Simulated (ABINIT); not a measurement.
The system is TiTe2.

```
Te Ti
1.0
     3.77700    0.00000    0.00000
    -1.88850    3.27098    0.00000
     0.00000    0.00000    6.49800
Te Ti
2 1
Direct
  0.33333 0.66667 0.73720
  0.66667 0.33333 0.26280
  0.00000 0.00000 0.00000
```

Base run:

- Program: ABINIT 10.8.3 (patched build)
- Functional: PBE
- Potentials or basis: JTH PAW PBE v2.0
- Cutoff: 408 eV
- k mesh: 8 × 8 × 4
- Occupations: fermi-dirac, width 0.05 eV
- Spin: no spin polarisation

Its results: band gap on the k mesh none (metal or under the smearing width); pressure 1.1 GPa; largest force 0.032 eV/Å.

Question: The run is repeated on the same cell with these changes: functional from PBE to AM05. What comes out?

Answer: Band gap on the k mesh none (metal or under the smearing width); pressure -1.9 GPa; largest force 0.155 eV/Å.

AM05 binds more tightly than PBE, so the same cell stands under less pressure.

Caveats: this functional lacks dispersion, which binds the layers, so the pressure and a relaxed spacing across them are unreliable; the PAW data sets were made with another functional, which shifts forces and pressure a little (some runs).

Not every run made on this cell is shown here.
